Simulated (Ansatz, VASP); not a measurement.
Two plane-wave programs on BaTiO3

Contents of INCAR:

```
SYSTEM = BaTiO3
PREC     = Accurate       ! precision mode
ENCUT    = 520            ! plane-wave cutoff, eV
EDIFF    = 1E-6           ! SCF threshold, eV
ISMEAR   = -1             ! smearing method
SIGMA    = 0.01           ! smearing width, eV
LREAL    = .FALSE.        ! projectors in reciprocal space
LASPH    = .TRUE.         ! aspherical terms in the spheres
NELM     = 80             ! most SCF steps
ALGO     = Normal         ! electronic algorithm
ISIF     = 2              ! what is computed and relaxed
LWAVE    = .FALSE.        ! write WAVECAR
LCHARG   = .FALSE.        ! write CHGCAR
GGA      = PE             ! functional
NBANDS   = 28             ! bands
```

KPOINTS

```
Automatic mesh
0
G
  4 4 4
  0 0 0
```

File POSCAR:

```
BaTiO3
1.0
    4.0060000000      0.0000000000      0.0000000000
    0.0000000000      4.0060000000      0.0000000000
    0.0000000000      0.0000000000      4.0060000000
Ba Ti O
1 1 3
Direct
    0.5000000000      0.5000000000      0.5000000000
    0.0000000000      0.0000000000      0.0000000000
    0.5000000000      0.0000000000      0.0000000000
    0.0000000000      0.5000000000      0.0000000000
    0.0000000000      0.0000000000      0.5000000000
```

Input for Ansatz:

```yaml
crystal:
  lattice:
    - [4.006, 0.0, 0.0]
    - [0.0, 4.006, 0.0]
    - [0.0, 0.0, 4.006]
  atoms:
    - { symbol: Ba, position: [0.5, 0.5, 0.5] }
    - { symbol: Ti, position: [0.0, 0.0, 0.0] }
    - { symbol: O, position: [0.5, 0.0, 0.0] }
    - { symbol: O, position: [0.0, 0.5, 0.0] }
    - { symbol: O, position: [0.0, 0.0, 0.5] }
basis:
  ecutwfc: 510.0
kpoints:
  mp_grid:
    grid: [4, 4, 4]
  band_path:
    path:
      - [0.0, 0.0, 0.0]
      - [0.0, 0.5, 0.0]
      - [0.5, 0.5, 0.0]
      - [0.0, 0.0, 0.0]
      - [0.5, 0.5, 0.5]
    npoints: 6
scf:
  n_extra_bands: 8
  convergence:
    dr2_threshold: 1.0e-10
  occupations:
    method: fermi_dirac
    width: 0.01
output:
  write_density: true
  band_densities:
    - { bands: [v1, v1] }
    - { bands: [c1, c1] }
```

Alike in both runs: task single point; functional PBE; k mesh 4 × 4 × 4; occupations fermi-dirac, width 0.01 eV; no spin polarisation.

|  | VASP | Ansatz |
| --- | --- | --- |
| version | VASP 6.6.1 | Ansatz 0.2.0 |
| potentials or method | VASP PAW PBE potentials, release 64 (Ba_sv, Ti_sv, O) | plane waves, PAW |
| plane-wave cutoff (eV) | 520 | 510 |
| valence electrons in the cell | 40 | 40 |

|  | VASP | Ansatz | Ansatz less VASP |
| --- | --- | --- | --- |
| gap on the k mesh at the Fermi level (eV) | 1.72 | 1.79 | +0.063 |

Caveats: spin-orbit coupling is left out, which moves the levels of the heavy elements. A k mesh can miss the band edges. PBE gaps usually lie below the measured ones, often by a third to a half.
